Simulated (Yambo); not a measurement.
BeS:

```xyz
2
Lattice="0.0000 2.4250 2.4250 2.4250 0.0000 2.4250 2.4250 2.4250 0.0000" Properties=species:S:1:pos:R:3 pbc="T T T"
S     3.6375    3.6375    3.6375
Be    0.0000    0.0000    0.0000
```

Base run:

* Program: Yambo 5.3.0
* Functional: PBEsol
* Potentials or basis: PseudoDojo 0.4.1 SR PBEsol standard
* Cutoff: 1197 eV
* Density cutoff: 4789 eV
* k mesh: 20 × 20 × 20
* Occupations: fixed
* Spin: no spin polarisation

Its results: band gap on the k mesh, mean-field level 2.93 eV, indirect (least direct gap 5.55 eV).

Question: The run is repeated on the same cell with these changes: functional from PBEsol to PBE; potentials or basis from PseudoDojo 0.4.1 SR PBEsol standard to PseudoDojo 0.4.1 SR PBE standard. What comes out?

Answer: Band gap on the k mesh, mean-field level 3.11 eV, indirect (least direct gap 5.64 eV).

Caveats: the LDA kernel is used on GGA states, which is inconsistent by a few percent.

A k mesh can miss the band edges.
